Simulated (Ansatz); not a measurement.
**TaS2: how well frozen cores do**

The same cell of TaS2 is computed with all-electron LAPW, frozen-core PAW and all-electron PAW on datasets made for the crystal, to set the results side by side.

Method: DFT PBE, scalar-relativistic, in Ansatz 0.2.0.

## (1) Starting point

The structure is trigonal, space group P-3m1 (No. 164). The conventional cell has a = 3.350 Å, b = 3.350 Å, c = 5.860 Å, α = 90.00°, β = 90.00°, γ = 120.00°. Around Ta (site symmetry -3m) lie 6 S at 2.43 Å. S (site symmetry 3m) is surrounded by 3 Ta at 2.43 Å.

As a file:

```cif
data_structure
_symmetry_space_group_name_H-M 'P-3m1'
_symmetry_Int_Tables_number 164
_cell_length_a 3.3500
_cell_length_b 3.3500
_cell_length_c 5.8600
_cell_angle_alpha 90.000
_cell_angle_beta 90.000
_cell_angle_gamma 120.000
_cell_volume 56.95
loop_
_atom_site_label
_atom_site_type_symbol
_atom_site_symmetry_multiplicity
_atom_site_Wyckoff_symbol
_atom_site_fract_x
_atom_site_fract_y
_atom_site_fract_z
_atom_site_occupancy
Ta1 Ta 1 a 0.00000 0.00000 0.00000 1
S1 S 2 d 0.33333 0.66667 0.25000 1
```

The file gives the conventional cell by its symmetry; the runs use the cell typed in the input.

The cell comes from a crystallographic database entry that wasn't checked; take it as a given geometry, which may be far from equilibrium.

Atoms are numbered in the order of the input: Ta1, S2, S3.

## (2) All-electron LAPW

input.yaml

```yaml
crystal:
  lattice:
    - [3.3500021206, 0.0, 0.0]
    - [-1.6750010603, 2.9011869392, 0.0]
    - [0.0, 0.0, 5.86]
  atoms:
    - { symbol: Ta, position: [0.0, 0.0, 0.0] }
    - { symbol: S, position: [0.3333333333, 0.6666666667, 0.25] }
    - { symbol: S, position: [0.6666666667, 0.3333333333, 0.75] }
kpoints:
  mp_grid: { grid: [9, 9, 5] }
  band_path:
    path:
      - [0.0, 0.0, 0.0]
      - [0.5, 0.0, 0.0]
      - [0.3333333333, 0.3333333333, 0.0]
      - [0.0, 0.0, 0.0]
      - [0.0, 0.0, 0.5]
      - [0.5, 0.0, 0.5]
      - [0.3333333333, 0.3333333333, 0.5]
      - [0.0, 0.0, 0.5]
      - [0.5, 0.0, 0.5]
    npoints: 8
scf:
  occupations: { method: fermi_dirac, width: 0.03 }
hamiltonian:
  xc: pbe
  pseudopotentials: { kind: all_electron, lapw: { basis_error: 0.001 } }
output:
  forces: true
  stress: true
  eigenvalues: true
  populations: true
  dos: { projected: true, de: 0.2, e_range: [-14, 8] }
```

## (3) Frozen-core PAW

Edit input.yaml of step 2 so:

```diff
@@ -27,3 +27,3 @@
   xc: pbe
-  pseudopotentials: { kind: all_electron, lapw: { basis_error: 0.001 } }
+  pseudopotentials: { kind: paw }
 output:
@@ -32,3 +32,5 @@
   eigenvalues: true
+  efg: { contact_densities: true }
   populations: true
+  bader: true
   dos: { projected: true, de: 0.2, e_range: [-14, 8] }
```

## (4) All-electron PAW on datasets made for the crystal

Edit input.yaml of step 3 so:

```diff
@@ -27,3 +27,3 @@
   xc: pbe
-  pseudopotentials: { kind: paw }
+  pseudopotentials: { kind: all_electron, datasets: crystal }
 output:
@@ -33,4 +33 @@
   efg: { contact_densities: true }
-  populations: true
-  bader: true
-  dos: { projected: true, de: 0.2, e_range: [-14, 8] }
```

(Steps that only read results are left out.)

Q: Predict the outcome of this session. Wanted: pressure; gap; largest force; Bader charges.

**Answer**, as computed:

```
           quantity                                               value
           pressure      LAPW 9.14, PAW 9.14, crystal datasets 9.13 GPa
         gap (LAPW)                                                none
      largest force  LAPW 1.236, PAW 1.239, crystal datasets 1.236 eV/Å
Bader charges (PAW)                               Ta1 +1.86, S2 -0.93 e
```

In words: The pressure of 9.1 GPa pushes the cell to expand, with the atoms held in place. The count of 71 electrons in bands leaves a band partly filled, so there is no gap. Within 0.3 eV of the Fermi level the largest projected share is Ta 5d (71 %). The projection holds only the free atom's occupied shells (Ta 6s, Ta 5d, S 3s, S 3p in this range). The field gradient at Ta1, the largest by crystal datasets, is -17.11 by PAW and -16.78 by crystal datasets (10²¹ V/m²), within 5 %. No spin–orbit coupling: at heavy atoms the gradients can be off by tens of per cent for that reason. PAW lies less than 0.01 GPa from LAPW in pressure. The forces differ by at most 3 meV/Å in a component, on a largest force of 1.236 eV/Å. Spin-orbit coupling is left out, though the cell holds Ta; in elements this heavy it can shift bands and gaps by tenths of an eV. TaS2 has an odd count of electrons, so a run without spin can force a false metal and spoil its energy.
